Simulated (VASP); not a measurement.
# AlN (Fm-3m) in VASP: a series of runs

The runs below take AlN through RPA correlation energy, G0W0 quasiparticle levels, with PBE.

Program: VASP 6.6.1. These are calculated values, not measurements. Logs are shortened: lines on timing, memory, paths and dates and some standing lists are left out, and cuts for length are marked.

### 1 The structure

Symmetry: Fm-3m, No. 225, cubic system. Conventional cell: a = 4.069 Å, b = 4.069 Å, c = 4.069 Å, α = 90.00°, β = 90.00°, γ = 90.00°. Around Al (site symmetry m-3m) lie 6 N at 2.03 Å. Around N (site symmetry m-3m) lie 6 Al at 2.03 Å.

Measurements of this composition are mostly on another form, of space group No. 186.

### 2 RPA correlation energy, PBE

POSCAR

```
AlN
1.0
    0.0000000000      2.0345180000      2.0345180000
    2.0345180000      0.0000000000      2.0345180000
    2.0345180000      2.0345180000      0.0000000000
Al N
1 1
Direct
    0.5000000000      0.5000000000      0.5000000000
    0.0000000000      0.0000000000      0.0000000000
```

INCAR.step1

```
PREC = Accurate
ENCUT = 400
EDIFF = 1E-8
ISMEAR = 0
SIGMA = 0.05
LREAL = False
LASPH = True
NELM = 100
ALGO = Fast
LWAVE = True
LCHARG = False
GGA = PE
```

INCAR.step2

```
PREC = Accurate
ENCUT = 400
EDIFF = 1E-8
ISMEAR = 0
SIGMA = 0.05
LREAL = False
LASPH = True
NELM = 1
ALGO = EIGENVAL
LWAVE = False
LCHARG = False
GGA = PE
LHFCALC = True
AEXX = 1.0
ALDAC = 0.0
AGGAC = 0.0
ISTART = 1
PRECFOCK = Fast
```

INCAR.step3

```
PREC = Accurate
ENCUT = 400
EDIFF = 1E-8
ISMEAR = 0
SIGMA = 0.05
LREAL = False
LASPH = True
NELM = 1
ALGO = Exact
LWAVE = True
LCHARG = False
GGA = PE
NBANDS = 331
LOPTICS = True
ISTART = 1
```

INCAR.step4

```
PREC = Accurate
ENCUT = 400
EDIFF = 1E-8
ISMEAR = 0
SIGMA = 0.05
LREAL = False
LASPH = True
NELM = 100
ALGO = ACFDT
LWAVE = False
LCHARG = False
GGA = PE
NBANDS = 331
ENCUTGW = 250
NOMEGA = 8
ISTART = 1
PRECFOCK = Fast
```

KPOINTS

```
Automatic mesh
0
Gamma
  5 5 5
```

Potentials or basis: VASP PAW PBE potentials, release 64 (Al_GW, N_GW).

Launch:

```bash
$ cat potpaw_PBE.64/Al_GW/POTCAR potpaw_PBE.64/N_GW/POTCAR > POTCAR
$ cp INCAR.step1 INCAR
$ mpirun -np 1 vasp_std > vasp.out
$ cp INCAR.step2 INCAR
$ mpirun -np 1 vasp_std > vasp.out
$ cp INCAR.step3 INCAR
$ mpirun -np 1 vasp_std > vasp.out
$ cp INCAR.step4 INCAR
$ mpirun -np 1 vasp_std > vasp.out
```

OUTCAR:

```text
PREC = Accurate
   ENCUT = 400
   EDIFF = 1E-8
   ISMEAR = 0
   LREAL = False
   LASPH = True
   NELM = 100
   GGA = PE
   ENCUTGW = 250
   ISTART = 1
   PRECFOCK = Fast

 ion  position               nearest neighbor table
   1  0.500  0.500  0.500-   2 2.03   2 2.03   2 2.03   2 2.03   2 2.03   2 2.03
   2  0.000  0.000  0.000-   1 2.03   1 2.03   1 2.03   1 2.03   1 2.03   1 2.03

  LATTYP: Found a face centered cubic cell.
 ALAT       =     4.0690360000

  Lattice vectors:

 A1 = (   0.0000000000,   2.0345180000,   2.0345180000)
 A2 = (   2.0345180000,   0.0000000000,   2.0345180000)
 A3 = (   2.0345180000,   2.0345180000,   0.0000000000)

Analysis of symmetry for initial positions (statically):
=====================================================================
 Subroutine PRICEL returns:
 Original cell was already a primitive cell.

 Routine SETGRP: Setting up the symmetry group for a
 face centered cubic supercell.

 Subroutine GETGRP returns: Found 48 space group operations
 (whereof 48 operations were pure point group operations)
 out of a pool of 48 trial point group operations.

The static configuration has the point symmetry O_h .

Analysis of symmetry for dynamics (positions and initial velocities):
=====================================================================
 Subroutine PRICEL returns:
 Original cell was already a primitive cell.

 Routine SETGRP: Setting up the symmetry group for a
 face centered cubic supercell.

 Subroutine GETGRP returns: Found 48 space group operations
 (whereof 48 operations were pure point group operations)
 out of a pool of 48 trial point group operations.

The dynamic configuration has the point symmetry O_h .

 Subroutine INISYM returns: Found 48 space group operations
 (whereof 48 operations are pure point group operations),
 and found     1 'primitive' translations

----------------------------------------------------------------------------------------

                                     Primitive cell

  volume of cell :      16.8428

  direct lattice vectors                    reciprocal lattice vectors
     0.000000000  2.034518000  2.034518000    -0.245758455  0.245758455  0.245758455
     2.034518000  0.000000000  2.034518000     0.245758455 -0.245758455  0.245758455
     2.034518000  2.034518000  0.000000000     0.245758455  0.245758455 -0.245758455

  length of vectors
     2.877242948  2.877242948  2.877242948     0.425666130  0.425666130  0.425666130

  position of ions in fractional coordinates (direct lattice)
     0.500000000  0.500000000  0.500000000
     0.000000000  0.000000000  0.000000000

  ion indices of the primitive-cell ions
   primitive index   ion index
                 1           1
                 2           2

----------------------------------------------------------------------------------------

 KPOINTS: Automatic mesh

Automatic generation of k-mesh.
 Grid dimensions read from file:
 generate k-points for:    5    5    5

 Generating k-lattice:

  Cartesian coordinates                     Fractional coordinates (reciprocal lattice)
    -0.049151691  0.049151691  0.049151691     0.200000000  0.000000000  0.000000000
     0.049151691 -0.049151691  0.049151691     0.000000000  0.200000000  0.000000000
     0.049151691  0.049151691 -0.049151691     0.000000000  0.000000000  0.200000000

  Length of vectors
     0.085133226  0.085133226  0.085133226

  Shift w.r.t. Gamma in fractional coordinates (k-lattice)
     0.000000000  0.000000000  0.000000000

 Subroutine IBZKPT returns following result:
 ===========================================

 Found     10 irreducible k-points:

 Following reciprocal coordinates:
            Coordinates               Weight
  0.000000  0.000000  0.000000      1.000000
  0.200000  0.000000  0.000000      8.000000
  0.400000  0.000000  0.000000      8.000000
  0.200000  0.200000  0.000000      6.000000
  0.400000  0.200000  0.000000     24.000000
 -0.400000  0.200000  0.000000     24.000000
 -0.200000  0.200000  0.000000     12.000000
  0.400000  0.400000  0.000000      6.000000
 -0.400000  0.400000  0.000000     12.000000
 -0.400000  0.400000  0.200000     24.000000
   k-points           NKPTS =     10   k-points in BZ     NKDIM =    125   number of bands    NBANDS=    331
   number of dos      NEDOS =    301   number of ions     NIONS =      2
   total plane-waves  NPLWV =   8000
   dimension x,y,z NGX =    20 NGY =   20 NGZ =   20
   dimension x,y,z NGXF=    40 NGYF=   40 NGZF=   40
   ions per type =               1   1
   NGX,Y,Z   is equivalent  to a cutoff of  11.56, 11.56, 11.56 a.u.
   NGXF,Y,Z  is equivalent  to a cutoff of  23.11, 23.11, 23.11 a.u.
 SYSTEM =  unknown system
   PREC   = accura    normal or accurate (medium, high low for compatibility)
   ISTART =      1    job   : 0-new  1-cont  2-samecut
   ICHARG =      0    charge: 1-file 2-atom 10-const
   ISPIN  =      1    spin polarized calculation?
   LNONCOLLINEAR =      F non collinear calculations
   LSORBIT =      F    spin-orbit coupling
   LASPH  =      T    aspherical Exc in radial PAW
   ENCUT  =  400.0 eV  29.40 Ry    5.42 a.u.   4.69  4.69  4.69*2*pi/ulx,y,z
   NELM   =    100;   NELMIN=  2; NELMDL=  0     # of ELM steps
   EDIFF  = 0.1E-07   stopping-criterion for ELM
   LREAL  =      F    real-space projection
   EDIFFG = 0.1E-06   stopping-criterion for IOM
   NSW    =      0    number of steps for IOM
   IBRION =     -1    ionic relax: 0-MD 1-quasi-New 2-CG
   NFREE  =      0    steps in history (QN), initial steepest desc. (CG)
   ISIF   =      0    stress and relaxation
   ISYM   =      3    0-nonsym 1-usesym 2-fastsym
   POTIM  = 0.5000    time-step for ionic-motion
   TEBEG  =    0.0;   TEEND  =   0.0 temperature during run
   PSTRESS=    0.0 pullay stress
   NELECT =       8.0000    total number of electrons
   NUPDOWN=      -1.0000    fix difference up-down
   EMIN   =  10.00;   EMAX   =-10.00  energy-range for DOS
   EFERMI =   0.00;   METHOD = LEGACY
   ISMEAR =     0;   SIGMA  =   0.05  broadening in eV -4-tet -1-fermi 0-gaus
   EFERMI_NEDOS =   21; number of points for ismear=-14 and -15
   IALGO  =     38    algorithm
   IMIX   =      4    mixing-type and parameters
     AMIX     =   0.40;   BMIX     =  1.00
     AMIX_MAG =   1.60;   BMIX_MAG =  1.00
  volume/ion in A,a.u.               =       8.42        56.83
  Fermi-wavevector in a.u.,A,eV,Ry     =   1.277321  2.413786 22.198561  1.631548
  Thomas-Fermi vector in A             =   2.409927
   LORBIT       =      0    0 simple, 1 ext, 2 COOP (PROOUT), +10 PAW based schemes
   GGA     = PE    functional components
   LHFCALC =     T    Hartree Fock is set to
   PRECFOCK=fast      Normal, Fast or Accurate (Low or Medium for compatibility)
   ENCUT4O =  -1.0   cutoff for four orbital integrals eV
   NKREDX  =     1    reduce k-point grid by
   NKREDY  =     1    reduce k-point grid by
   NKREDZ  =     1    reduce k-point grid by
   AEXX    =    1.0000 exact exchange contribution
   HFSCREEN=    0.0000 screening length (either q_TF or 0.3 A-1)
   HFSCREENC=   0.0000 screening length for correlation (either q_TF or 0.3 A-1)
   ENCUTFOCK=  -1.0 apply spherical cutoff to Coloumb kernel
   IVDW    =     0    specifies the selected vdW correction
   LEPSILON=     F    determine dielectric tensor
   LRPA    =     F    only Hartree local field effects (RPA)
   LRPAFORCE           =     F    calculate RPA forces
   ENCUTGW             = 250.0    cutoff for response function in eV
   ENCUTGWSOFT         = 200.0    soft cutoff for Coulomb kernel in GW response function in eV
   ENCUTLF             =  -1.0    cutoff for local field effects
   NELMGW              =     1    number of iterations in solving QP/BSE equation
   NELMHF              =     1    number of iterations in the inner HF iteration
   NKREDLFX            =     1    NKREDLFY  =   1   NKREDLFZ  =   1
 non-spin polarized calculation
 Gauss-broadening in eV      SIGMA  =   0.05
  energy-cutoff  :      400.00
  volume of cell :       16.84
 maximum number of plane-waves:       331
  NGX = 12; NGY = 12; NGZ = 12
   NGX =  9   NGY =  9   NGZ =  9
 maximum number of plane-waves:       169

      cutoff energy     smooth cutoff   RPA   correlation   Hartree contr. to MP2
---------------------------------------------------------------------------------
            250.000           200.000      -12.2166190211      -19.3576224858
            238.095           190.476      -12.1467542402      -19.2796030169
            226.757           181.406      -12.0707077309      -19.1936474610
            215.959           172.768      -11.9890303606      -19.1002174798
            205.676           164.541      -11.9023163577      -18.9997297867
            195.882           156.705      -11.8081661123      -18.8891030899
            186.554           149.243      -11.7090561082      -18.7710025750
            177.670           142.136      -11.6037259902      -18.6435620023
  linear regression
  converged value                          -13.1333129073      -20.4298270196
```

It took 1.7 min on 1 thread of Intel Xeon Platinum 8375C at 2.90GHz (Ice Lake), shared host; peak memory 0.36 GiB.

The run converged, but a check on its numbers failed (symmetry, net force, bounds or a known fault of this set-up), so they aren't taken as properties of the crystal.

Caveat: the k mesh is coarse (spacing up to 0.53 Å⁻¹), so the values aren't converged; the cutoff lies under the usual one of these potentials, so the numbers hold a large basis-set error; an odd mesh through Γ misses points on the zone boundary, where band edges often lie.

### 3 G0W0 quasiparticle levels, PBE

POSCAR is that of step 2.

INCAR.step1

```
SYSTEM = AlN
PREC = Accurate
ENCUT = 450
EDIFF = 1E-8
ISMEAR = 0
SIGMA = 0.01
LREAL = .False.
LASPH = .True.
NELM = 100
ALGO = Fast
LWAVE = .True.
LCHARG = .False.
GGA = PE
```

INCAR.step2

```
SYSTEM = AlN
PREC = Accurate
ENCUT = 450
EDIFF = 1E-8
ISMEAR = 0
SIGMA = 0.01
LREAL = .False.
LASPH = .True.
NELM = 1
ALGO = Exact
LWAVE = .True.
LCHARG = .False.
GGA = PE
NBANDS = 71
LOPTICS = .True.
ISTART = 1
```

INCAR.step3

```
SYSTEM = AlN
PREC = Accurate
ENCUT = 450
EDIFF = 1E-8
ISMEAR = 0
SIGMA = 0.01
LREAL = .False.
LASPH = .True.
ALGO = EVGW0
LWAVE = .False.
LCHARG = .False.
GGA = PE
NELMGW = 1
NBANDS = 71
ENCUTGW = 200
NOMEGA = 48
PRECFOCK = Fast
ISTART = 1
NBANDSGW = 12
```

KPOINTS

```
regular mesh
0
Gamma
  5 5 5
  0 0 0
```

Potentials or basis: VASP PAW PBE potentials, release 64 (Al_GW, N_GW).

Launch:

```bash
$ cat potpaw_PBE.64/Al_GW/POTCAR potpaw_PBE.64/N_GW/POTCAR > POTCAR
$ cp INCAR.step1 INCAR
$ mpirun -np 1 vasp_std > vasp.out
$ cp INCAR.step2 INCAR
$ mpirun -np 1 vasp_std > vasp.out
$ cp INCAR.step3 INCAR
$ mpirun -np 1 vasp_std > vasp.out
```

OUTCAR:

```text
SYSTEM = AlN
   PREC = Accurate
   ENCUT = 450
   EDIFF = 1E-8
   ISMEAR = 0
   LREAL = .False.
   LASPH = .True.
   GGA = PE
   NELMGW = 1
   ENCUTGW = 200
   PRECFOCK = Fast
   ISTART = 1

 Found     10 irreducible k-points:

 Following reciprocal coordinates:
[... 88 lines left out ...]
      2       8.4715       7.7357     -18.2692     -17.3416     -21.0498       0.7931       2.0000       0.0793
      3       8.4715       7.7357     -18.2692     -17.3416     -21.0498       0.7931       2.0000       0.0793
      4       8.4715       7.7357     -18.2692     -17.3416     -21.0498       0.7931       2.0000       0.0793
      5      13.8697      14.8626     -13.3504     -14.5820      -8.9227       0.8061       0.0000      -0.0871
      6      20.5508      21.3787      -9.6295     -10.6406      -4.4618       0.8188       0.0000      -0.1211
      7      20.5508      21.3787      -9.6295     -10.6406      -4.4618       0.8188       0.0000      -0.1211
      8      20.5508      21.3787      -9.6295     -10.6406      -4.4618       0.8188       0.0000      -0.1211
      9      25.6332      25.9274      -9.1225      -9.5049      -2.6136       0.7695       0.0000      -0.3861
     10      26.0837      27.1566     -10.1508     -11.4880      -4.4479       0.8023       0.0000      -0.2315
     11      26.0837      27.1566     -10.1508     -11.4880      -4.4479       0.8023       0.0000      -0.2315
     12      26.9883      27.9259      -9.9243     -11.1515      -2.8773       0.7640       0.0000      -0.4765
[... 68 lines left out ...]
      1      -5.3715      -6.7672     -18.2610     -16.4074     -25.8325       0.7530       2.0000       1.0480
      2       1.1216      -0.1121     -14.9909     -13.3433     -19.2792       0.7488       2.0000       0.1887
      3       4.8676       3.7936     -16.2945     -14.9186     -19.6335       0.7806       2.0000       0.1068
      4       6.9797       6.0769     -17.4859     -16.3427     -20.5148       0.7896       2.0000       0.0869
      5      15.8263      16.6682     -10.5977     -11.6243      -5.8836       0.8200       0.0000      -0.0946
      6      17.9039      19.0112     -11.9778     -13.3591      -6.9135       0.8017       0.0000      -0.1104
      7      20.7145      21.7676     -10.2884     -11.6044      -4.8077       0.8002       0.0000      -0.1421
      8      20.7574      22.1012     -13.6733     -15.4204      -7.7036       0.7691       0.0000      -0.1644
      9      26.1797      27.0293     -10.1735     -11.2686      -3.4684       0.7759       0.0000      -0.4160
     10      27.9267      28.7379      -9.9331     -10.9643      -3.3439       0.7867       0.0000      -0.4689
     11      28.9980      29.8350      -9.4679     -10.5371      -2.5715       0.7829       0.0000      -0.6049
     12      35.9132      37.2083     -11.2732     -12.9120      -3.7401       0.7903       0.0000      -1.1117

 [... further k-points ...]
```

Wall time 26 s (1 thread of Intel Xeon 6975P-C (Granite Rapids), shared host); peak memory 0.21 GiB.

These settings aren't checked as converged: the numbers below hold their error.

What came out:

* Band gap on the k mesh, mean-field level: 5.03 eV, indirect (least direct gap 5.40 eV)
* Quasiparticle gap: 6.63 eV
* Least direct quasiparticle gap: 7.13 eV

Caveat: the k mesh is coarse (spacing up to 0.53 Å⁻¹), so the values aren't converged; bands, screening cutoff and mesh are small and nothing is extrapolated, so the quasiparticle values aren't converged; an odd mesh through Γ misses points on the zone boundary, where band edges often lie.

### 4 G0W0 quasiparticle levels, PBE

POSCAR is that of step 3.

INCAR.step1 is that of step 3.

Edit INCAR.step2 of step 3 so:

```diff
@@ -13,3 +13,3 @@
 GGA = PE
-NBANDS = 71
+NBANDS = 16
 LOPTICS = .True.
```

Edit INCAR.step3 of step 3 so:

```diff
@@ -13,4 +13,4 @@
 NELMGW = 1
-NBANDS = 71
-ENCUTGW = 200
+NBANDS = 16
+ENCUTGW = 100
 NOMEGA = 48
```

KPOINTS

```
regular mesh
0
Gamma
  3 3 3
  0 0 0
```

Potentials or basis: VASP PAW PBE potentials, release 64 (Al_GW, N_GW).

Launch:

```bash
$ cat potpaw_PBE.64/Al_GW/POTCAR potpaw_PBE.64/N_GW/POTCAR > POTCAR
$ cp INCAR.step1 INCAR
$ mpirun -np 1 vasp_std > vasp.out
$ cp INCAR.step2 INCAR
$ mpirun -np 1 vasp_std > vasp.out
$ cp INCAR.step3 INCAR
$ mpirun -np 1 vasp_std > vasp.out
```

OUTCAR:

```text
SYSTEM = AlN
   PREC = Accurate
   ENCUT = 450
   EDIFF = 1E-8
   ISMEAR = 0
   LREAL = .False.
   LASPH = .True.
   GGA = PE
   NELMGW = 1
   ENCUTGW = 100
   PRECFOCK = Fast
   ISTART = 1

 Found      4 irreducible k-points:

 Following reciprocal coordinates:
            Coordinates               Weight
[... 85 lines left out ...]
      1      -8.8172      -9.9633     -16.1935     -14.5806     -24.7400       0.7105       2.0000       1.5823
      2       8.6417       8.6942     -17.2704     -17.3361     -21.4544       0.7983       2.0000       0.1471
      3       8.6417       8.6942     -17.2704     -17.3361     -21.4544       0.7983       2.0000       0.1471
      4       8.6417       8.6942     -17.2704     -17.3361     -21.4544       0.7983       2.0000       0.1471
      5      13.9874      15.5519     -12.6433     -14.5891      -8.4956       0.8040       0.0000      -0.1369
      6      20.5617      22.0912      -8.7365     -10.5979      -4.3058       0.8217       0.0000      -0.1600
      7      20.5617      22.0912      -8.7365     -10.5979      -4.3058       0.8217       0.0000      -0.1600
      8      20.5617      22.0912      -8.7365     -10.5979      -4.3058       0.8217       0.0000      -0.1600
      9      25.6576      26.5951      -8.1796      -9.4009      -2.4763       0.7676       0.0000      -0.5191
     10      26.0934      28.0679      -9.0407     -11.4784      -4.4140       0.8100       0.0000      -0.2416
     11      26.0934      28.0679      -9.0407     -11.4784      -4.4140       0.8100       0.0000      -0.2416
     12      26.9887      28.6361      -9.0465     -11.1255      -2.8392       0.7924       0.0000      -0.6377
[... 36 lines left out ...]
      1      -4.8088      -5.8146     -17.9408     -16.6934     -26.0140       0.8064       2.0000       1.2207
      2       2.4746       1.8200     -14.5598     -13.7206     -19.1605       0.7801       2.0000       0.2291
      3       2.7783       2.1041     -14.6301     -13.7664     -19.2138       0.7807       2.0000       0.2235
      4       6.7059       6.4563     -16.3454     -16.0312     -20.6361       0.7943       2.0000       0.1691
      5      14.9498      16.2582      -9.3855     -10.9767      -5.1572       0.8222       0.0000      -0.1273
      6      18.9626      20.9343     -12.2563     -14.7418      -7.8571       0.7933       0.0000      -0.1712
      7      20.4573      22.4536     -12.2294     -14.7638      -7.5244       0.7877       0.0000      -0.2108
      8      21.9832      23.8195      -9.9600     -12.2465      -4.9831       0.8031       0.0000      -0.2438
      9      24.8370      26.3755      -9.4032     -11.3985      -3.7527       0.7711       0.0000      -0.3913
     10      28.3344      30.0825      -8.4082     -10.5322      -3.1688       0.8230       0.0000      -0.5448
     11      31.7419      33.4973      -8.4282     -10.6832      -2.2499       0.7785       0.0000      -0.8378
     12      35.0344      37.5499      -9.8150     -12.9358      -3.8165       0.8060       0.0000      -1.0432
```

OUTCAR.step1:

```text
SYSTEM = AlN
   PREC = Accurate
   ENCUT = 450
   EDIFF = 1E-8
   ISMEAR = 0
   LREAL = .False.
   LASPH = .True.
[... 151 lines left out ...]
      2.03452      2.03452      2.03452         0.000000      0.000000     -0.000000
      0.00000      0.00000      0.00000        -0.000000     -0.000000      0.000000
 -----------------------------------------------------------------------------------
    total drift:                                0.000000     -0.000000     -0.000000

  FREE ENERGIE OF THE ION-ELECTRON SYSTEM (eV)
  ---------------------------------------------------
  free  energy   TOTEN  =       -14.1775501413 eV

  energy  without entropy=      -14.1775501413  energy(sigma->0) =      -14.17755014
```

Run time: 4.5 s. Hardware: 1 thread of Intel Xeon 6975P-C (Granite Rapids), shared host; peak memory 0.13 GiB.

The run converged, but some of its settings lie outside the range that counts as converged, so its numbers aren't taken as properties of the crystal.

What came out:

```yaml
Band_gap_on_the_k_mesh_mean-field_level: 5.35 eV, direct
Quasiparticle_gap: 6.86 eV
Least_direct_quasiparticle_gap: 6.86 eV
```

Caveat: the k mesh is coarse (spacing up to 0.89 Å⁻¹), so the values aren't converged; bands, screening cutoff and mesh are small and nothing is extrapolated, so the quasiparticle values aren't converged.

(Continued in part 2 of 2.)
